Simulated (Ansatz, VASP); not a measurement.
**SiSe in VASP and in Ansatz**

```
Si Se
1.0
     3.59520    0.00000    0.00000
    -1.79760    3.11353    0.00000
     0.00000    0.00000    3.59873
Si Se
1 1
Direct
  0.66667 0.33333 0.50000
  0.00000 0.00000 0.00000
```

The cell was built by a generator and needn't be a form met in nature.

Alike in both runs: task single point; functional PBE; k mesh 5 × 5 × 4; occupations fermi-dirac, width 0.04 eV; no spin polarisation.

|  | VASP | Ansatz |
| --- | --- | --- |
| version | VASP 6.6.1 | Ansatz 0.2.0 |
| potentials or method | VASP PAW PBE potentials, release 64 (Si, Se), cutoff 520 eV | all-electron LAPW, scalar-relativistic |

```csv
,VASP,Ansatz,Ansatz less VASP
gap on the k mesh at the Fermi level (eV),none,none,-
pressure (GPa),-0.6,-0.7,-0.04
largest component of the traceless stress (GPa),0.26,0.28,+0.015
```

A gap of «none» marks a metal or a gap that the smearing closes. Ansatz ran all-electron here, so the differences hold the error of VASP's frozen core and of both bases.

Caveats: the k mesh is coarse (spacing up to 0.44 Å⁻¹), so the values aren't converged; the k mesh is thin for a metal, which can move the energy by tens of meV per atom (Ansatz).
